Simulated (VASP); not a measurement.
# GaN (Fm-3m) in VASP: notebook

One crystal, GaN, is run at these levels: PBE; tasks: G0W0 quasiparticle levels, evGW quasiparticle levels.

Program: VASP 6.6.1. These are calculated values, not measurements. Logs are shortened: lines on timing, memory, paths and dates and some standing lists are left out, and cuts for length are marked.

**1. Starting point**

It takes space group Fm-3m (No. 225, cubic). Conventional cell: a = 4.270 Å, b = 4.270 Å, c = 4.270 Å, α = 90.00°, β = 90.00°, γ = 90.00°. Ga (site symmetry m-3m) has 6 N at 2.14 Å as nearest neighbours. N (site symmetry m-3m) has 6 Ga at 2.14 Å as nearest neighbours.

Measurements of this composition are mostly on another form, of space group No. 186.

**2. G0W0 quasiparticle levels, PBE**

POSCAR

```
GaN
1.0
    0.0000000000      2.1352350000      2.1352350000
    2.1352350000      0.0000000000      2.1352350000
    2.1352350000      2.1352350000      0.0000000000
Ga N
1 1
Direct
    0.0000000000      0.0000000000      0.0000000000
    0.5000000000      0.5000000000      0.5000000000
```

INCAR.step1

```
SYSTEM = GaN
  PREC = Accurate
  ENCUT = 450
  EDIFF = 1E-8
  ISMEAR = 0
  SIGMA = 0.01
  LREAL = .FALSE.
  LASPH = .TRUE.
  NELM = 100
  ALGO = Normal
  LWAVE = .TRUE.
  LCHARG = .FALSE.
  GGA = PE
```

INCAR.step2

```
SYSTEM = GaN
  PREC = Accurate
  ENCUT = 450
  EDIFF = 1E-8
  ISMEAR = 0
  SIGMA = 0.01
  LREAL = .FALSE.
  LASPH = .TRUE.
  NELM = 1
  ALGO = Exact
  LWAVE = .TRUE.
  LCHARG = .FALSE.
  GGA = PE
  NBANDS = 125
  LOPTICS = .TRUE.
  ISTART = 1
```

INCAR.step3

```
SYSTEM = GaN
  PREC = Accurate
  ENCUT = 450
  EDIFF = 1E-8
  ISMEAR = 0
  SIGMA = 0.01
  LREAL = .FALSE.
  LASPH = .TRUE.
  ALGO = EVGW0
  LWAVE = .FALSE.
  LCHARG = .FALSE.
  GGA = PE
  NELMGW = 1
  NBANDS = 125
  ENCUTGW = 100
  NOMEGA = 48
  PRECFOCK = Fast
  ISTART = 1
  NBANDSGW = 17
```

KPOINTS

```
Automatic mesh
0
G
  3 3 3
  0 0 0
```

Potentials or basis: VASP PAW PBE potentials, release 64 (Ga_d_GW, N_GW).

Started as:

```
cat potpaw_PBE.64/Ga_d_GW/POTCAR potpaw_PBE.64/N_GW/POTCAR > POTCAR
cp INCAR.step1 INCAR
mpirun -np 1 vasp_std > vasp.out
cp INCAR.step2 INCAR
mpirun -np 1 vasp_std > vasp.out
cp INCAR.step3 INCAR
mpirun -np 1 vasp_std > vasp.out
```

OUTCAR:

```text
SYSTEM = GaN
   PREC = Accurate
   ENCUT = 450
   EDIFF = 1E-8
   ISMEAR = 0
   LREAL = .FALSE.
   LASPH = .TRUE.
   GGA = PE
   NELMGW = 1
   ENCUTGW = 100
   PRECFOCK = Fast
   ISTART = 1

 Found      4 irreducible k-points:

 Following reciprocal coordinates:
            Coordinates               Weight
  0.000000  0.000000  0.000000      1.000000
  0.333333  0.000000  0.000000      8.000000
  0.333333  0.333333  0.000000      6.000000
 -0.333333  0.333333  0.000000     12.000000
   k-points           NKPTS =      4   k-points in BZ     NKDIM =     27   number of bands    NBANDS=    125
   number of dos      NEDOS =    301   number of ions     NIONS =      2
   total plane-waves  NPLWV =  13824
   dimension x,y,z NGX =    24 NGY =   24 NGZ =   24
   dimension x,y,z NGXF=    48 NGYF=   48 NGZF=   48
   ions per type =               1   1
   NGX,Y,Z   is equivalent  to a cutoff of  13.21, 13.21, 13.21 a.u.
   NGXF,Y,Z  is equivalent  to a cutoff of  26.43, 26.43, 26.43 a.u.
 SYSTEM =  GaN
   PREC   = accura    normal or accurate (medium, high low for compatibility)
   ISTART =      1    job   : 0-new  1-cont  2-samecut
   ICHARG =      0    charge: 1-file 2-atom 10-const
   ISPIN  =      1    spin polarized calculation?
   LNONCOLLINEAR =      F non collinear calculations
   LSORBIT =      F    spin-orbit coupling
   LASPH  =      T    aspherical Exc in radial PAW
   ENCUT  =  450.0 eV  33.07 Ry    5.75 a.u.   5.22  5.22  5.22*2*pi/ulx,y,z
   NELM   =     60;   NELMIN=  2; NELMDL=  0     # of ELM steps
   EDIFF  = 0.1E-07   stopping-criterion for ELM
   LREAL  =      F    real-space projection
   EDIFFG = 0.1E-06   stopping-criterion for IOM
   NSW    =      0    number of steps for IOM
   IBRION =     -1    ionic relax: 0-MD 1-quasi-New 2-CG
   NFREE  =      0    steps in history (QN), initial steepest desc. (CG)
   ISIF   =      0    stress and relaxation
   ISYM   =      3    0-nonsym 1-usesym 2-fastsym
   POTIM  = 0.5000    time-step for ionic-motion
   TEBEG  =    0.0;   TEEND  =   0.0 temperature during run
   PSTRESS=    0.0 pullay stress
   NELECT =      18.0000    total number of electrons
   NUPDOWN=      -1.0000    fix difference up-down
   EMIN   =  10.00;   EMAX   =-10.00  energy-range for DOS
   EFERMI =   0.00;   METHOD = LEGACY
   ISMEAR =     0;   SIGMA  =   0.01  broadening in eV -4-tet -1-fermi 0-gaus
   EFERMI_NEDOS =   21; number of points for ismear=-14 and -15
   IALGO  =     38    algorithm
   IMIX   =      4    mixing-type and parameters
     AMIX     =   0.40;   BMIX     =  1.00
     AMIX_MAG =   1.60;   BMIX_MAG =  1.00
  volume/ion in A,a.u.               =       9.74        65.70
  Fermi-wavevector in a.u.,A,eV,Ry     =   1.594814  3.013761 34.605481  2.543431
  Thomas-Fermi vector in A             =   2.692830
   LORBIT       =      0    0 simple, 1 ext, 2 COOP (PROOUT), +10 PAW based schemes
   GGA     = PE    functional components
   LHFCALC =     T    Hartree Fock is set to
   PRECFOCK=fast      Normal, Fast or Accurate (Low or Medium for compatibility)
   ENCUT4O =  -1.0   cutoff for four orbital integrals eV
   NKREDX  =     1    reduce k-point grid by
   NKREDY  =     1    reduce k-point grid by
   NKREDZ  =     1    reduce k-point grid by
   AEXX    =    1.0000 exact exchange contribution
   HFSCREEN=    0.0000 screening length (either q_TF or 0.3 A-1)
   HFSCREENC=   0.0000 screening length for correlation (either q_TF or 0.3 A-1)
   ENCUTFOCK=  -1.0 apply spherical cutoff to Coloumb kernel
   IVDW    =     0    specifies the selected vdW correction
   LEPSILON=     F    determine dielectric tensor
   LRPA    =     F    only Hartree local field effects (RPA)
   LRPAFORCE           =     F    calculate RPA forces
   ENCUTGW             = 100.0    cutoff for response function in eV
   ENCUTGWSOFT         =  80.0    soft cutoff for Coulomb kernel in GW response function in eV
   ENCUTLF             =  -1.0    cutoff for local field effects
   NELMGW              =     1    number of iterations in solving QP/BSE equation
   NELMHF              =     1    number of iterations in the inner HF iteration
   NKREDLFX            =     1    NKREDLFY  =   1   NKREDLFZ  =   1
 non-spin polarized calculation
 Gauss-broadening in eV      SIGMA  =   0.01
  energy-cutoff  :      450.00
  volume of cell :       19.47
 maximum number of plane-waves:       432
 NGX is ok and might be reduce to    24
  NGX = 12; NGY = 12; NGZ = 12
   NGX = 11   NGY = 11   NGZ = 11
 maximum number of plane-waves:        59

 QP shifts <psi_nk| G(iteration)W_0 |psi_nk>: iteration 1
 for sc-GW calculations column KS-energies equals QP-energies in previous step
 and V_xc(KS)=  KS-energies - (<T + V_ion + V_H > + <T+V_H+V_ion>^1  + <V_x>^1)

 k-point   1 :       0.0000    0.0000    0.0000
  band No.  KS-energies  QP-energies   sigma(KS)   V_xc(KS)     V^pw_x(r,r')   Z            occupation Imag(sigma)

      1      -9.5375     -10.4635     -15.6316     -14.4207     -24.1393       0.7647       2.0000       1.4730
      2      -6.8856     -10.0194     -25.9398     -21.6617     -35.0060       0.7325       2.0000       0.2541
      3      -6.8856     -10.0194     -25.9398     -21.6617     -35.0060       0.7325       2.0000       0.2541
      4      -6.8856     -10.0194     -25.9398     -21.6617     -35.0060       0.7325       2.0000       0.2541
      5      -6.7936     -10.0164     -26.2457     -21.8539     -35.4739       0.7339       2.0000       0.2982
      6      -6.7936     -10.0164     -26.2457     -21.8539     -35.4739       0.7339       2.0000       0.2982
[... 9 lines left out ...]
     16      22.6723      23.2387     -11.8529     -12.5947      -4.4060       0.7635       0.0000      -0.5958
     17      23.3076      23.2269      -9.0913      -8.9870      -2.3546       0.7737       0.0000      -0.3720

 k-point   2 :       0.3333    0.0000    0.0000
  band No.  KS-energies  QP-energies   sigma(KS)   V_xc(KS)     V^pw_x(r,r')   Z            occupation Imag(sigma)

      1      -7.6676      -8.5997     -16.8961     -15.5741     -25.1862       0.7050       2.0000       1.0757
      2      -6.9641     -10.0888     -25.8867     -21.6025     -35.0834       0.7293       2.0000       0.3061
      3      -6.9641     -10.0888     -25.8867     -21.6025     -35.0834       0.7293       2.0000       0.3061
      4      -6.9019      -9.7866     -25.0180     -21.0538     -33.9942       0.7277       2.0000       0.3333
      5      -6.7247      -9.9099     -26.2125     -21.8788     -35.3416       0.7350       2.0000       0.2618
      6      -6.7247      -9.9099     -26.2125     -21.8788     -35.3416       0.7350       2.0000       0.2618
[... 9 lines left out ...]
     16      26.4436      26.7678     -11.9174     -12.3249      -5.1568       0.7954       0.0000      -0.5807
     17      32.8236      33.2312     -11.0771     -11.5740      -3.2433       0.8204       0.0000      -1.2471

 k-point   3 :       0.3333    0.3333    0.0000
  band No.  KS-energies  QP-energies   sigma(KS)   V_xc(KS)     V^pw_x(r,r')   Z            occupation Imag(sigma)

      1      -8.2414     -10.1284     -20.9221     -18.2900     -29.9335       0.7169       2.0000       0.7908
      2      -7.0062     -10.0963     -25.7063     -21.4682     -34.7429       0.7291       2.0000       0.2591
      3      -6.7184      -9.9613     -26.3375     -21.9390     -35.5847       0.7373       2.0000       0.2997
      4      -6.7057      -9.8779     -26.1739     -21.8684     -35.2663       0.7368       2.0000       0.2527
      5      -6.7057      -9.8779     -26.1739     -21.8684     -35.2663       0.7368       2.0000       0.2527
      6      -5.6748      -7.6194     -21.2898     -18.6039     -29.5239       0.7240       2.0000       0.6194
[... 9 lines left out ...]
     16      33.7031      34.2991     -11.6342     -12.3382      -4.0704       0.8466       0.0000      -1.2507
     17      33.7031      34.2991     -11.6342     -12.3382      -4.0704       0.8466       0.0000      -1.2507

 k-point   4 :      -0.3333    0.3333    0.0000
  band No.  KS-energies  QP-energies   sigma(KS)   V_xc(KS)     V^pw_x(r,r')   Z            occupation Imag(sigma)

      1      -7.8768     -10.1437     -22.7690     -19.5696     -31.9333       0.7085       2.0000       0.6009
      2      -6.9394     -10.0117     -25.6364     -21.4323     -34.6613       0.7308       2.0000       0.2726
      3      -6.8688     -10.0328     -26.0530     -21.7285     -35.3046       0.7316       2.0000       0.3156
      4      -6.8067      -9.9330     -25.9232     -21.6603     -34.9837       0.7334       2.0000       0.2627
      5      -6.6877      -9.8693     -26.2136     -21.9038     -35.3089       0.7382       2.0000       0.2487
      6      -4.5079      -6.1320     -21.1205     -18.9228     -29.2230       0.7390       2.0000       0.6701
[... 9 lines left out ...]
     16      30.1108      30.5878     -11.4393     -12.0552      -3.8149       0.7744       0.0000      -1.0392
     17      34.9389      35.7086     -12.3843     -13.3243      -4.4134       0.8189       0.0000      -1.4730
```

OUTCAR.step2:

```text
SYSTEM = GaN
   PREC = Accurate
   ENCUT = 450
   EDIFF = 1E-8
[... 539 lines left out ...]
  --------------------------------------------------------------------------------------------------------------
     0.00000    20.72308    20.72308    20.72308    -0.00000     0.00000    -0.00000
     2.36361    13.98597    13.98597    13.98597    -0.00000     0.00000    -0.00000
     4.72722    40.04567    40.04567    40.04567    -0.00000    -0.00000     0.00000
     7.09083    -4.20117    -4.20117    -4.20117     0.00000    -0.00000     0.00000
     9.45443     5.90003     5.90003     5.90003    -0.00000    -0.00000     0.00000
    11.81804    -5.10253    -5.10253    -5.10253     0.00000     0.00000    -0.00000
[... 92 lines left out ...]
   231.63365     0.97674     0.97674     0.97674     0.00000     0.00000    -0.00000
   233.99726     0.97729     0.97729     0.97729     0.00000     0.00000    -0.00000
```

Run time: 24 s. Hardware: 1 thread of Intel Xeon Platinum 8488C (Sapphire Rapids), shared host; peak memory 0.14 GiB.

These settings aren't checked as converged: the numbers below hold their error.

Results:

```yaml
Band_gap_on_the_k_mesh_mean-field_level: 2.07 eV, indirect (least direct gap 2.26 eV)
Quasiparticle_gap: 2.92 eV
Least_direct_quasiparticle_gap: 3.06 eV
```

Caveat: the k mesh is coarse (spacing up to 0.85 Å⁻¹), so the values aren't converged; bands, screening cutoff and mesh are small and nothing is extrapolated, so the quasiparticle values aren't converged; an odd mesh through Γ misses points on the zone boundary, where band edges often lie.

**3. G0W0 quasiparticle levels, PBE**

POSCAR is that of step 2.

INCAR.step1 is that of step 2.

INCAR.step2, as its differences from that of step 2:

```diff
@@ -13,3 +13,3 @@
   GGA = PE
-  NBANDS = 125
+  NBANDS = 86
   LOPTICS = .TRUE.
```

INCAR.step3, as its differences from that of step 2:

```diff
@@ -13,4 +13,4 @@
   NELMGW = 1
-  NBANDS = 125
-  ENCUTGW = 100
+  NBANDS = 86
+  ENCUTGW = 260
   NOMEGA = 48
```

KPOINTS is that of step 2.

Potentials or basis: VASP PAW PBE potentials, release 64 (Ga_d_GW, N_GW).

Started as:

```
cat potpaw_PBE.64/Ga_d_GW/POTCAR potpaw_PBE.64/N_GW/POTCAR > POTCAR
cp INCAR.step1 INCAR
mpirun -np 1 vasp_std > vasp.out
cp INCAR.step2 INCAR
mpirun -np 1 vasp_std > vasp.out
cp INCAR.step3 INCAR
mpirun -np 1 vasp_std > vasp.out
```

OUTCAR:

```text
SYSTEM = GaN
   PREC = Accurate
   ENCUT = 450
   EDIFF = 1E-8
   ISMEAR = 0
   LREAL = .FALSE.
   LASPH = .TRUE.
   GGA = PE
   NELMGW = 1
   ENCUTGW = 260
   PRECFOCK = Fast
   ISTART = 1

 Found      4 irreducible k-points:

 Following reciprocal coordinates:
            Coordinates               Weight
  0.000000  0.000000  0.000000      1.000000
  0.333333  0.000000  0.000000      8.000000
  0.333333  0.333333  0.000000      6.000000
 -0.333333  0.333333  0.000000     12.000000
   k-points           NKPTS =      4   k-points in BZ     NKDIM =     27   number of bands    NBANDS=     86
   number of dos      NEDOS =    301   number of ions     NIONS =      2
   total plane-waves  NPLWV =  13824
   dimension x,y,z NGX =    24 NGY =   24 NGZ =   24
   dimension x,y,z NGXF=    48 NGYF=   48 NGZF=   48
   ions per type =               1   1
   NGX,Y,Z   is equivalent  to a cutoff of  13.21, 13.21, 13.21 a.u.
   NGXF,Y,Z  is equivalent  to a cutoff of  26.43, 26.43, 26.43 a.u.
 SYSTEM =  GaN
   PREC   = accura    normal or accurate (medium, high low for compatibility)
   ISTART =      1    job   : 0-new  1-cont  2-samecut
   ICHARG =      0    charge: 1-file 2-atom 10-const
   ISPIN  =      1    spin polarized calculation?
   LNONCOLLINEAR =      F non collinear calculations
   LSORBIT =      F    spin-orbit coupling
   LASPH  =      T    aspherical Exc in radial PAW
   ENCUT  =  450.0 eV  33.07 Ry    5.75 a.u.   5.22  5.22  5.22*2*pi/ulx,y,z
   NELM   =     60;   NELMIN=  2; NELMDL=  0     # of ELM steps
   EDIFF  = 0.1E-07   stopping-criterion for ELM
   LREAL  =      F    real-space projection
   EDIFFG = 0.1E-06   stopping-criterion for IOM
   NSW    =      0    number of steps for IOM
   IBRION =     -1    ionic relax: 0-MD 1-quasi-New 2-CG
   NFREE  =      0    steps in history (QN), initial steepest desc. (CG)
   ISIF   =      0    stress and relaxation
   ISYM   =      3    0-nonsym 1-usesym 2-fastsym
   POTIM  = 0.5000    time-step for ionic-motion
   TEBEG  =    0.0;   TEEND  =   0.0 temperature during run
   PSTRESS=    0.0 pullay stress
   NELECT =      18.0000    total number of electrons
   NUPDOWN=      -1.0000    fix difference up-down
   EMIN   =  10.00;   EMAX   =-10.00  energy-range for DOS
   EFERMI =   0.00;   METHOD = LEGACY
   ISMEAR =     0;   SIGMA  =   0.01  broadening in eV -4-tet -1-fermi 0-gaus
   EFERMI_NEDOS =   21; number of points for ismear=-14 and -15
   IALGO  =     38    algorithm
   IMIX   =      4    mixing-type and parameters
     AMIX     =   0.40;   BMIX     =  1.00
     AMIX_MAG =   1.60;   BMIX_MAG =  1.00
  volume/ion in A,a.u.               =       9.74        65.70
  Fermi-wavevector in a.u.,A,eV,Ry     =   1.594814  3.013761 34.605481  2.543431
  Thomas-Fermi vector in A             =   2.692830
   LORBIT       =      0    0 simple, 1 ext, 2 COOP (PROOUT), +10 PAW based schemes
   GGA     = PE    functional components
   LHFCALC =     T    Hartree Fock is set to
   PRECFOCK=fast      Normal, Fast or Accurate (Low or Medium for compatibility)
   ENCUT4O =  -1.0   cutoff for four orbital integrals eV
   NKREDX  =     1    reduce k-point grid by
   NKREDY  =     1    reduce k-point grid by
   NKREDZ  =     1    reduce k-point grid by
   AEXX    =    1.0000 exact exchange contribution
   HFSCREEN=    0.0000 screening length (either q_TF or 0.3 A-1)
   HFSCREENC=   0.0000 screening length for correlation (either q_TF or 0.3 A-1)
   ENCUTFOCK=  -1.0 apply spherical cutoff to Coloumb kernel
   IVDW    =     0    specifies the selected vdW correction
   LEPSILON=     F    determine dielectric tensor
   LRPA    =     F    only Hartree local field effects (RPA)
   LRPAFORCE           =     F    calculate RPA forces
   ENCUTGW             = 260.0    cutoff for response function in eV
   ENCUTGWSOFT         = 208.0    soft cutoff for Coulomb kernel in GW response function in eV
   ENCUTLF             =  -1.0    cutoff for local field effects
   NELMGW              =     1    number of iterations in solving QP/BSE equation
   NELMHF              =     1    number of iterations in the inner HF iteration
   NKREDLFX            =     1    NKREDLFY  =   1   NKREDLFZ  =   1
 non-spin polarized calculation
 Gauss-broadening in eV      SIGMA  =   0.01
  energy-cutoff  :      450.00
  volume of cell :       19.47
 maximum number of plane-waves:       432
 NGX is ok and might be reduce to    24
  NGX = 12; NGY = 12; NGZ = 12
   NGX = 11   NGY = 11   NGZ = 11
 maximum number of plane-waves:       194

 QP shifts <psi_nk| G(iteration)W_0 |psi_nk>: iteration 1
 for sc-GW calculations column KS-energies equals QP-energies in previous step
 and V_xc(KS)=  KS-energies - (<T + V_ion + V_H > + <T+V_H+V_ion>^1  + <V_x>^1)

 k-point   1 :       0.0000    0.0000    0.0000
  band No.  KS-energies  QP-energies   sigma(KS)   V_xc(KS)     V^pw_x(r,r')   Z            occupation Imag(sigma)

      1      -9.5375     -10.5843     -15.8065     -14.4207     -24.1393       0.7553       2.0000       1.5166
      2      -6.8856      -9.3167     -25.0108     -21.6617     -35.0060       0.7259       2.0000       0.2545
      3      -6.8856      -9.3167     -25.0108     -21.6617     -35.0060       0.7259       2.0000       0.2545
      4      -6.8856      -9.3167     -25.0108     -21.6617     -35.0060       0.7259       2.0000       0.2545
      5      -6.7936      -9.2642     -25.2550     -21.8539     -35.4739       0.7264       2.0000       0.3008
      6      -6.7936      -9.2642     -25.2550     -21.8539     -35.4739       0.7264       2.0000       0.3008
[... 9 lines left out ...]
     16      22.6723      23.2567     -11.8286     -12.5947      -4.4060       0.7628       0.0000      -0.6114
     17      23.3076      23.3217      -8.9688      -8.9870      -2.3546       0.7758       0.0000      -0.3771
[... 46 lines left out ...]
      1      -7.8768      -9.7383     -22.2233     -19.5696     -31.9333       0.7015       2.0000       0.6188
      2      -6.9394      -9.3291     -24.7318     -21.4323     -34.6613       0.7243       2.0000       0.2733
      3      -6.8688      -9.2982     -25.0818     -21.7285     -35.3046       0.7245       2.0000       0.3181
      4      -6.8067      -9.2315     -24.9968     -21.6603     -34.9837       0.7268       2.0000       0.2633
      5      -6.6877      -9.1467     -25.2659     -21.9038     -35.3089       0.7314       2.0000       0.2490
      6      -4.5079      -5.9752     -20.9226     -18.9228     -29.2230       0.7337       2.0000       0.7105
[... 9 lines left out ...]
     16      30.1108      30.6617     -11.3445     -12.0552      -3.8149       0.7752       0.0000      -1.0586
     17      34.9389      35.7089     -12.3834     -13.3243      -4.4134       0.8184       0.0000      -1.5180
```

OUTCAR.step2:

```text
SYSTEM = GaN
   PREC = Accurate
   ENCUT = 450
   EDIFF = 1E-8
[... 539 lines left out ...]
  --------------------------------------------------------------------------------------------------------------
     0.00000    20.48358    20.48358    20.48358     0.00000    -0.00000    -0.00000
     1.91613    34.86121    34.86121    34.86121     0.00000    -0.00000    -0.00000
     3.83226    27.15570    27.15570    27.15570     0.00000    -0.00000    -0.00000
     5.74839   -39.57317   -39.57317   -39.57317    -0.00000     0.00000     0.00000
     7.66452    -5.42689    -5.42689    -5.42689    -0.00000     0.00000     0.00000
     9.58065     9.32522     9.32522     9.32522    -0.00000    -0.00000    -0.00000
[... 92 lines left out ...]
   187.78068     0.96605     0.96605     0.96605     0.00000     0.00000     0.00000
   189.69681     0.96685     0.96685     0.96685     0.00000     0.00000     0.00000
```

Wall time 29 s (1 thread of Intel Xeon Platinum 8488C (Sapphire Rapids), shared host); peak memory 0.19 GiB.

These settings aren't checked as converged: the numbers below hold their error.

What came out:

```yaml
Band_gap_on_the_k_mesh_mean-field_level: 2.07 eV, indirect (least direct gap 2.26 eV)
Quasiparticle_gap: 2.97 eV
Least_direct_quasiparticle_gap: 3.15 eV
```

Caveat: the k mesh is coarse (spacing up to 0.85 Å⁻¹), so the values aren't converged; bands, screening cutoff and mesh are small and nothing is extrapolated, so the quasiparticle values aren't converged; an odd mesh through Γ misses points on the zone boundary, where band edges often lie.

(Part 1 of 2 ends here.)
